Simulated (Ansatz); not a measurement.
Input file of a DFT run on FePt with Ansatz:

```yaml
crystal:
  lattice:
    - [2.6892443899, 0.0, 0.0]
    - [0.0, 2.6892443899, 0.0]
    - [0.0, 0.0, 3.7121339748]
  atoms:
    - { symbol: Fe, position: [0.5, 0.5, 0.5], spin: 3.04, spin_axis: [0.0, 0.0, 1.0] }
    - { symbol: Pt, position: [0.0, 0.0, 0.0] }
basis:
  ecutwfc: 420
  ecutrho_ratio: 4
kpoints:
  mp_grid: { grid: [12, 12, 10] }
hamiltonian:
  xc: pbe
scf:
  occupations: { method: gaussian, width: 0.05 }
output:
  forces: true
  stress: true
  eigenvalues: true
  populations: true
magnetization:
  noncollinear: true
  spin_orbit: true
relax:
  f_tol: 0.01
  max_steps: 40
  cell: { stress_tol: 0.1, fix: [volume] }
```

Launched as:
```sh
ansatz run input.yaml --threads 4 --pin off --max-ram 7168MiB --backend cpu --events-out ev --progress --plain --runs-dir out
```

The chain of runs began from a cell as deposited in COD, expanded in volume.

The output:

```
Pseudopotentials: kind: paw_fr
Pseudopotential: Fe, paw_fr, valence charge 16, recommended cutoff 420 eV (normal), Fe.paw.azcp#standard-fr
Pseudopotential: Pt, paw_fr, valence charge 18, recommended cutoff 420 eV (normal), Pt.paw.azcp#standard-fr
Crystal: 2 atoms, lattice volume = 26.846 Å³
Basis set: ecut = 420 eV, 529 PW (Γ), exchange–correlation on 36×36×50 points (8 copies of the dense FFT grid, shifted against one another)
Bands: 42, of which v1, the nominal top of the filled ones, is band 34 counted from 1 (33 counted from 0)
Symmetry: 8 space group operations + 8 with time reversal
Magnetic group: BNS 123.345 (UNI 1005), of the structure as read, at distance tolerance 3.0e-5 Å
k-points: 168 of 1440 (time reversal used)
Projection manifold: j_resolved (fully-relativistic pseudo-atomic orbitals)
Initial density: superposition of atomic densities (chi_scale 0.1, normalization cell)
Starting moments: Σ|m| = 3.04 μB on 1 of 2 sites
Initial wavefunctions: pseudopotential atomic-orbital guess
Functional: x = pbe(κ = 0.804, μ = 0.21951), c = pbe(β = 0.06672)
```

```
SCF iter   1: F=—  HF=-17041.037278 eV  |F-HF|=—  |Δ(HF+E_count)|=         —  Δρ=2.83e-1  dr2=3.39e1  dr2_m=2.22e0  |M|=1.61e0 ∫|m|=1.71e0 μB
SCF iter   2: F=—  HF=-17039.503170 eV  |F-HF|=—  |Δ(HF+E_count)|=    1.53e0  Δρ=1.82e-1  dr2=6.15e0  dr2_m=1.27e-1  |M|=2.96e0 ∫|m|=3.00e0 μB
SCF iter   3: F=—  HF=-17038.618965 eV  |F-HF|=—  |Δ(HF+E_count)|=   8.84e-1  Δρ=4.44e-2  dr2=3.21e-1  dr2_m=7.76e-2  |M|=3.10e0 ∫|m|=3.20e0 μB
SCF iter   4: F=—  HF=-17038.612854 eV  |F-HF|=—  |Δ(HF+E_count)|=   6.11e-3  Δρ=1.93e-2  dr2=4.22e-2  dr2_m=3.44e-3  |M|=3.11e0 ∫|m|=3.24e0 μB
SCF iter   5: F=—  HF=-17038.668254 eV  |F-HF|=—  |Δ(HF+E_count)|=   5.54e-2  Δρ=3.40e-3  dr2=2.04e-3  dr2_m=7.34e-4  |M|=3.12e0 ∫|m|=3.26e0 μB
Mixer restart at iter 5: flushing history
spin-set hold released at iteration 5 (site moments contracting): the magnetisation degrees of freedom join the quasi-Newton model from the next iteration; the mixer history was flushed
SCF iter   6: F=—  HF=-17038.699654 eV  |F-HF|=—  |Δ(HF+E_count)|=   3.14e-2  Δρ=4.22e-3  dr2=8.11e-4  dr2_m=1.11e-3  |M|=3.13e0 ∫|m|=3.28e0 μB
SCF iter   7: F=—  HF=-17038.781926 eV  |F-HF|=—  |Δ(HF+E_count)|=   8.23e-2  Δρ=3.81e-2  dr2=4.73e-1  dr2_m=2.00e-2  |M|=3.27e0 ∫|m|=3.42e0 μB  recentre
SCF iter   8: F=—  HF=-17038.732606 eV  |F-HF|=—  |Δ(HF+E_count)|=   4.93e-2  Δρ=4.92e-3  dr2=1.40e-4  dr2_m=1.49e-3  |M|=3.17e0 ∫|m|=3.32e0 μB
...
SCF 1 converged in 13 iterations: F = -17038.733719 eV  dr2 = 3.90e-9
SCF 2 converged in 5 iterations: F = -17038.733730 eV  dr2 = 1.46e-9
...
SCF iter   2: F=—  HF=-17038.733731 eV  |F-HF|=—  |Δ(HF+E_count)|=   3.39e-6  Δρ=3.42e-6  dr2=1.58e-9  dr2_m=6.15e-10  |M|=3.18e0 ∫|m|=3.35e0 μB
SCF iter   3: F=—  HF=-17038.733731 eV  |F-HF|=—  |Δ(HF+E_count)|=  9.28e-10  Δρ=4.82e-6  dr2=7.19e-9  dr2_m=1.12e-9  |M|=3.18e0 ∫|m|=3.35e0 μB  recentre
SCF iter   4: F=-17038.733731 eV  HF=-17038.733731 eV  |F-HF|=4.73e-11  |Δ(HF+E_count)|=  1.89e-10  Δρ=1.13e-6  dr2=1.08e-10  dr2_m=8.46e-11  |M|=3.18e0 ∫|m|=3.35e0 μB
SCF 3 converged in 4 iterations: F = -17038.733731 eV  dr2 = 1.08e-10
```

```
SCF converged after 4 iterations
Magnetization: |M| = 3.1805 μB,  M = (+0.0000, +0.0000, +3.1805) μB
Absolute magnetization: 3.3485 μB (∫|m|, with the PAW one-centre terms)
  site 0: m = (+0.0000, +0.0000, +2.8712) μB, |m| = 2.8712 μB  (R = 1.10 Å)
  site 1: m = (+0.0000,  0.0000, +0.3700) μB, |m| = 0.3700 μB  (R = 1.10 Å)
Free energy (F): -17038.733731 eV
E sigma→0 (E₀):  -17038.732707 eV
Entropy (-TS):   -0.002048 eV (-1.024 meV/atom)
Fermi energy:    21.285865 eV
--- Per-component energies (eV) ---
  E_band       = -350.849508
  E_kinetic    = 986.137089
  E_local      = -3572.786455  (includes V_loc(G=0)·N_el)
  E_nonlocal   = 409.288240
  E_hartree    = 1433.242329
  E_xc         = -380.029435
  E_vxc        = -455.171673  (∫ρ·V_xc dr)
  E_paw        = -10848.330916  (= ΣΔE_a)
  E_vpaw       = -584.802833  (= ΣTr[D̂ρ^β])
  E_aug_tail   = 0.000983  (compensation charges beyond the density's cutoff)
  E_ewald      = -5066.253516
  E_smearing   = -0.002048  (= −TS)
--- Forces (eV/Å), atoms counted from 1 ---
  atom   1  Fe     0.00000000     0.00000000     0.00000000
  atom   2  Pt     0.00000000     0.00000000     0.00000000
--- Stress (GPa, compression-positive) ---
        9.059809       0.000000       0.000000
        0.000000       9.059809       0.000000
        0.000000       0.000000       9.088848
  P = ⅓ Tr σ = 9.0695 GPa (90.695 kbar)
--- Band table (eV; the first three rows and the last of 168) ---
  k-point 0: bands = ["-77.3306", "-77.0921", "-67.4510", "-64.1484", "-42.5372", "-42.4524", "-34.0296", "-33.8321", "-32.8572", "-30.5306", "-30.2134", "-29.6787", "-27.5648", "-27.5482", "-27.4493", "-27.2514", "11.4229", "11.5478", "14.6346", "14.7553", "15.0982", "15.1363", "17.6768", "17.9368", "18.2563", "18.4530", "19.0120", "19.3665", "19.5432", "20.2271", "20.6364", "20.7579", "20.8784", "21.3261", "21.9187", "22.9698", "23.1051", "23.2162", "23.2787", "23.4529", "31.1747", "32.0195"]
  k-point 1: bands = ["-77.3306", "-77.0921", "-67.4510", "-64.1484", "-42.5372", "-42.4524", "-34.0296", "-33.8322", "-32.8571", "-30.5303", "-30.2125", "-29.6783", "-27.5663", "-27.5484", "-27.4516", "-27.2518", "11.5472", "11.6708", "14.6918", "14.7885", "15.1240", "15.1847", "17.7269", "17.9902", "18.2136", "18.4704", "19.0367", "19.3884", "19.4931", "20.1996", "20.5992", "20.6259", "20.8550", "21.2275", "21.8206", "22.6088", "22.9359", "22.9668", "23.0820", "23.0897", "31.8604", "32.5633"]
  k-point 2: bands = ["-77.3305", "-77.0921", "-67.4510", "-64.1485", "-42.5373", "-42.4525", "-34.0298", "-33.8322", "-32.8568", "-30.5297", "-30.2103", "-29.6774", "-27.5705", "-27.5488", "-27.4576", "-27.2528", "11.9038", "12.0226", "14.8506", "14.8801", "15.1936", "15.3181", "17.8725", "18.0902", "18.1492", "18.5018", "19.1158", "19.3641", "19.4488", "20.1056", "20.2454", "20.4694", "20.7935", "21.0124", "21.3548", "21.3631", "22.1013", "22.5822", "22.7616", "23.0208", "33.3639", "33.5266"]
  k-point 167: bands = ["-77.2952", "-77.0567", "-67.4300", "-64.1249", "-42.6381", "-42.5493", "-34.1204", "-33.8173", "-32.9581", "-30.6323", "-30.1837", "-29.7934", "-27.9510", "-27.6602", "-27.6561", "-27.5420", "14.7987", "14.9550", "15.9284", "16.1071", "16.4409", "16.6115", "17.0807", "17.6692", "17.8494", "19.0468", "19.2143", "19.4995", "19.6634", "19.7532", "20.0127", "20.4361", "21.9741", "22.0743", "22.3392", "23.1476", "27.3068", "27.9897", "29.0055", "29.2104", "29.6704", "29.8067"]
--- Relaxed structure (2 steps of the walk, 2 accepted, 1 SCFs on fresh bases) ---
  F+E_penalty+E_count = -17038.73373050 eV   max|allowed force component| = 4.337e-19 eV/Å   (the final SCF, on the basis selected at the relaxed cell)
  cell:  # Å, volume = 26.8463 Å³
    - [2.68841, 0.00000, 0.0]
    - [0.00000, 2.68841, 0.00000]
    - [0.0, 0.00000, 3.71443]
  atoms:
    - { symbol: Fe, position: [0.5, 0.5, 0.5] }
    - { symbol: Pt, position: [0.00000, 0.00000, 0.00000] }
--- Löwdin populations: 2 sites ---
  site symbol       q [e]
     0     Fe     15.6184
     1     Pt     17.9775
```

In short (PBE+SOC): energy lowered by 0.0 meV/atom, pressure 9.1 GPa, gap on the mesh zero (metallic), site spin moments Fe 2.72; Pt 0.35 μB.

Run time: 40 s on 4 threads of Arm Neoverse V2, with other jobs on the host, peak memory 0.73 GiB.

Absolute energies hang on the potentials; compare differences alone.

Site moments are of spin, integrated over Gaussian weights of 0.5 Å, which gives about a tenth less on f atoms than spheres do. No antiparallel order was tried.
